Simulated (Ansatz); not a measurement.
# Si: the cost of one run

Method: DFT, PBE, PAW hard, scalar-relativistic, in Ansatz 0.2 development build.

### 1 The structure to begin with

The structure is monoclinic, space group Cm (No. 8). The conventional cell has a = 7.681 Å, b = 7.681 Å, c = 5.431 Å, α = 90.00°, β = 90.00°, γ = 90.00°. Si (site symmetry m) has 4 Si at 2.32 to 2.37 Å as nearest neighbours. Around Si (site symmetry m) lie 4 Si at 2.32 to 2.35 Å. Si (site symmetry m) has 4 Si at 2.35 Å as nearest neighbours. Si (site symmetry 1) has 4 Si at 2.35 Å as nearest neighbours. Si (site symmetry 1) is surrounded by 4 Si at 2.35 to 2.36 Å.

The space group Cm holds at a tolerance of 0.01 Å; at 0.001 Å the coordinates give P1. Cell or atoms stand a little off a more symmetric structure (Fd-3m at a tolerance of 0.3 Å), so results at this geometry aren't those of that ideal crystal.

Coordinates:

```xyz
8
Lattice="5.4310 0.0000 0.0000 0.0000 5.4310 0.0000 0.0000 0.0000 5.4310" Properties=species:S:1:pos:R:3 pbc="T T T"
Si    0.0240    0.0144    0.0108
Si    1.3578    1.3578    1.3578
Si    0.0000    2.7155    2.7155
Si    1.3578    4.0732    4.0732
Si    2.7155    0.0000    2.7155
Si    4.0732    1.3578    4.0732
Si    2.7155    2.7155    0.0000
Si    4.0732    4.0732    1.3578
```

### 2 The calculation

File input.yaml:

```yaml
crystal:
  lattice:
    - [5.4310, 0.0000, 0.0000]
    - [0.0000, 5.4310, 0.0000]
    - [0.0000, 0.0000, 5.4310]
  atoms:
    - { symbol: Si, position: [0.00441908, 0.00265145, 0.00198858] }
    - { symbol: Si, position: [0.25000000, 0.25000000, 0.25000000] }
    - { symbol: Si, position: [0.00000000, 0.50000000, 0.50000000] }
    - { symbol: Si, position: [0.25000000, 0.75000000, 0.75000000] }
    - { symbol: Si, position: [0.50000000, 0.00000000, 0.50000000] }
    - { symbol: Si, position: [0.75000000, 0.25000000, 0.75000000] }
    - { symbol: Si, position: [0.50000000, 0.50000000, 0.00000000] }
    - { symbol: Si, position: [0.75000000, 0.75000000, 0.25000000] }
  symmetry: { detect: false }
kpoints: { mp_grid: { grid: [1, 1, 1], shift: [0.5, 0.5, 0.5] } }
hamiltonian: { xc: pbe, pseudopotentials: { kind: paw, source: ansatz } }
scf: { max_iter: 300, convergence: { dr2_threshold: 1.0e-9 eV }, occupations: { method: fixed } }
output: { active_space: { bands: [v16, c1], virtuals_per_pair: 2 } }
```

The run is started by

```bash
ansatz run input.yaml --threads 11 --events-out ev
```

What time and memory should one allow on 1 × NVIDIA GB300 with 11 threads of Arm Neoverse V2 (Grace), shared host?

About 2.6 s, with a peak of 1.5 GiB on the host and 0.91 GiB on a GPU.
